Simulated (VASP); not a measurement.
# A VASP 6.6.1 single-point calculation on BaS

INCAR

```
IBRION = -1
GGA = PS
NSW = 0
EDIFF = 1E-7
LCHARG = .FALSE.
NBANDS = 15
LASPH = .TRUE.
ENCUTT = 520
ISIF = 2
LREAL = .FALSE.
PREC = Accurate
ISMEAR = 0
LWAVE = .FALSE.
SIGMA = 0.01
NELM = 90
```

KPOINTS

```
KPOINTS created by Atomic Simulation Environment
0
Gamma
6 6 6
0 0 0
```

POSCAR

```
Ba S
 1.0000000000000000
     0.0000000000000000    3.5194117709000001    3.5194117709000001
     3.5194117709000001    0.0000000000000000    3.5194117709000001
     3.5194117709000001    3.5194117709000001    0.0000000000000000
 Ba  S
   1   1
Cartesian
  0.0000000000000000  0.0000000000000000  0.0000000000000000
  1.7597058854500001  1.7597058854500001  1.7597058854500001
```

The recommended PBE PAW datasets give the neutral cell 16 valence electrons.

Command

```
mpirun -np 1 vasp_std
```

Q: Predict the outcome of this run.

A: It converged. Results: gap between bands v and c on the k mesh 2.63 eV; least direct gap on the k mesh 3.32 eV; pressure -1.1 GPa. Band v is the last that the valence electrons fill when counted band by band, and c is the next.

OSZICAR

```
N       E                     dE             d eps       ncg     rms          rms(c)
DAV:   1     0.584850336192E+02    0.58485E+02   -0.42572E+03   480   0.506E+02
DAV:   2    -0.711494738192E+01   -0.65600E+02   -0.60627E+02   648   0.131E+02
DAV:   3    -0.109746173315E+02   -0.38597E+01   -0.38418E+01   649   0.336E+01
DAV:   4    -0.110590681837E+02   -0.84451E-01   -0.84433E-01   651   0.537E+00
DAV:   5    -0.110619184587E+02   -0.28503E-02   -0.28503E-02   704   0.770E-01    0.512E+00
DAV:   6    -0.101840643090E+02    0.87785E+00   -0.11937E+00   536   0.586E+00    0.358E+00
DAV:   7    -0.101371022847E+02    0.46962E-01   -0.31646E-01   585   0.261E+00    0.218E+00
DAV:   8    -0.101427889821E+02   -0.56867E-02   -0.41621E-02   571   0.118E+00    0.359E-01
DAV:   9    -0.101471812695E+02   -0.43923E-02   -0.11328E-02   515   0.614E-01    0.324E-01
DAV:  10    -0.101502680421E+02   -0.30868E-02   -0.18856E-03   501   0.219E-01    0.550E-02
DAV:  11    -0.101509340624E+02   -0.66602E-03   -0.97090E-04   536   0.141E-01    0.514E-02
DAV:  12    -0.101509919476E+02   -0.57885E-04   -0.18669E-04   543   0.598E-02    0.261E-02
DAV:  13    -0.101509865848E+02    0.53628E-05   -0.18922E-05   578   0.209E-02    0.974E-03
DAV:  14    -0.101509861991E+02    0.38572E-06   -0.23194E-06   669   0.741E-03    0.197E-03
DAV:  15    -0.101509863239E+02   -0.12483E-06   -0.14670E-07   491   0.210E-03    0.378E-03
DAV:  16    -0.101509863554E+02   -0.31492E-07   -0.11490E-08   520   0.663E-04
   1 F= -.10150986E+02 E0= -.10150986E+02  d E =-.186485E-77
```

One setting is odd (misspelt tag), but here it hardly changes the result.

On sound settings PBEsol gives a gap of 2.63 eV on its mesh and a pressure of -0.8 GPa for the intended cell. This run's energy (σ→0) differs from it by 1 meV an atom.
